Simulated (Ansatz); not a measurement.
CdS (Greenockite), 4 atoms in the cell. The typed cell holds 4 atoms: a = 4.150 Å, b = 4.150 Å, c = 6.737 Å, α = 90.00°, β = 90.00°, γ = 120.00°.  The cell isn't the ideal one: atoms moved at random, drawn with an rms of 0.05 Å.

- Program: Ansatz 0.2.0
- Task: single point
- Functional: PBE
- Potentials or basis: Ansatz PAW
- Cutoff: 420 eV (not typed: the program's choice for these potentials)
- k mesh: 7 × 7 × 4
- Occupations: fermi-dirac, width 0.05 eV
- Spin: no spin polarisation

Potentials or basis: Ansatz PAW.

Run with:

```console
$ ansatz run input.yaml --threads 2 --pin off --max-ram 5120MiB --backend cpu --events-out ev --progress --plain --runs-dir out
```

Hardware: 2 threads of Arm Neoverse V1, on a shared host.

Problem. How long does it take, and how much memory?

Solution. It took 12 s on 2 threads of Arm Neoverse V1 (shared host), peak memory 0.48 GiB. Counts: scf iterations 6, plane waves 1973, k points 99, bands 32.
